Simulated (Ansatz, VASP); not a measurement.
## One calculation of Ta, two programs

```
Ta
1.0
    -1.65939    1.65939    1.65939
     1.65939   -1.65939    1.65939
     1.65939    1.65939   -1.65939
Ta
1
Direct
  0.00000 0.00000 0.00000
```

Alike in both runs: functional PBE; k mesh 18 × 18 × 18; occupations gaussian, width 0.1 eV; no spin polarisation.

Ansatz relaxed the structure, and its values are those at the end. VASP's run is a single point on that final structure, the one shown.

|  | VASP | Ansatz |
| --- | --- | --- |
| version | VASP 6.6.1 | Ansatz 0.2.0 |
| potentials or method | VASP PAW PBE potentials, release 64 (Ta_pv) | scalar-relativistic, plane waves, PAW |
| plane-wave cutoff (eV) | 520 | 420 |
| valence electrons in the cell | 11 | 13 |

|  | VASP | Ansatz | Ansatz less VASP |
| --- | --- | --- | --- |
| gap on the k mesh at the Fermi level (eV) | none | none | - |
| pressure (GPa) | 0.1 | 0.0 | -0.09 |

A gap of «none» marks a metal or a gap that the smearing closes. The two sets of potentials don't hold the same shells in valence.

The runs have no spin-orbit coupling, so splittings on Ta are missing.
